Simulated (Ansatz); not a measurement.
The system is TiO2.

```
Ti O
1.0
     2.96826    0.00000    0.00000
     0.00021    4.70761    0.00000
     1.48357    0.24235    7.08346
Ti O
3 6
Direct
  0.00337 0.00039 0.00070
  0.34464 0.48026 0.31696
  0.66171 0.52047 0.68450
  0.44004 0.18544 0.12854
  0.77793 0.29773 0.45188
  0.10124 0.30895 0.80624
  0.90650 0.69184 0.19517
  0.22941 0.70301 0.54951
  0.56803 0.81530 0.87283
```

The cell comes from a database or a generator and needn't be the stable form of this composition.

- Program: Ansatz 0.2.0
- Task: relaxation of cell and atoms
- Functional: RPBE
- Dispersion: D3(BJ)
- Potentials or basis: Ansatz PAW
- Cutoff: 420 eV (not typed: the program's choice for these potentials)
- k mesh: 9 × 6 × 4
- Occupations: fermi-dirac, width 0.05 eV
- Spin: no spin polarisation

At the start: volume 11.00 Å³/atom.

Where does the relaxation end?

It ends after 14 steps and the volume is 10.22 Å³/atom (-7.1 %); space group C2/m (No. 12, to 0.05 Å).

Step by step:
| step | energy change (eV) | largest force (eV/Å) | volume (Å³) |
| --- | --- | --- | --- |
| 1 | 0.0000 | 0.2703 | 98.98 |
| 2 | -0.1515 | 0.4312 | 94.86 |
| 3 | -0.1751 | 0.0831 | 93.73 |
| 4 | -0.1799 | 0.0529 | 93.53 |
| 5 | -0.1849 | 0.1069 | 93.33 |
| 6 | -0.2021 | 0.0427 | 92.72 |
| 7 | -0.2098 | 0.1175 | 92.24 |
| 8 | -0.2119 | 0.1231 | 92.11 |
| 9 | -0.2125 | 0.0170 | 92.23 |
| 10 | -0.2125 | 0.0028 | 92.25 |
| 11 | -0.1973 | 0.0030 | 92.25 |
| 12 | -0.1989 | 0.0068 | 91.97 |
| 13 | -0.1990 | 0.0022 | 91.95 |
| 14 | -0.1978 | 0.0022 | 91.95 |

Final structure:
```yaml
crystal:
  lattice:
    - [2.92319, -0.00007, 0.00011]
    - [0.00010, 4.44719, -0.09595]
    - [1.46130, 0.08453, 7.07143]
  atoms:
    - { symbol: Ti, position: [0.00366, 0.00038, 0.00070] }
    - { symbol: Ti, position: [0.34374, 0.50761, 0.32051] }
    - { symbol: Ti, position: [0.66355, 0.49314, 0.68090] }
    - { symbol: O, position: [0.44900, 0.22756, 0.11000] }
    - { symbol: O, position: [0.78496, 0.28458, 0.43809] }
    - { symbol: O, position: [0.11207, 0.26227, 0.78386] }
    - { symbol: O, position: [0.89523, 0.73848, 0.21754] }
    - { symbol: O, position: [0.22234, 0.71618, 0.56332] }
    - { symbol: O, position: [0.55830, 0.77320, 0.89141] }
```

Caveat: the plane-wave basis is chosen anew once the cell has moved, so the energies of steps on either side of that aren't comparable; the pressure holds a Pulay correction of +0.7 GPa for the finite cutoff; the PAW data sets come from PBE, with cores solved anew for the run's functional, which leaves a small shift of forces and pressure.
